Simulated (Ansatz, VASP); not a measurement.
## CaO in VASP and in Ansatz

```
Ca O
1.0
     0.00000    2.39755    2.39755
     2.39755    0.00000    2.39755
     2.39755    2.39755    0.00000
Ca O
1 1
Direct
  0.00000 0.00000 0.00000
  0.50000 0.50000 0.50000
```

Alike in both runs: task single point; functional PBE; k mesh 10 × 10 × 10; no spin polarisation.

|  | VASP | Ansatz |
| --- | --- | --- |
| version | VASP 6.6.1 | Ansatz 0.2.0 |
| potentials or method | VASP PAW PBE potentials, release 64 (Ca_sv, O) | plane waves, PAW |
| plane-wave cutoff (eV) | 520 | 420 |
| occupations | gaussian, width 0.01 eV | fixed |
| valence electrons in the cell | 16 | 16 |

|  | VASP | Ansatz | Ansatz less VASP |
| --- | --- | --- | --- |
| gap on the k mesh at the Fermi level (eV) | 3.63 | 3.65 | +0.020 |
| pressure (GPa) | 3.1 | 2.5 | -0.59 |

A k mesh can miss the band edges.
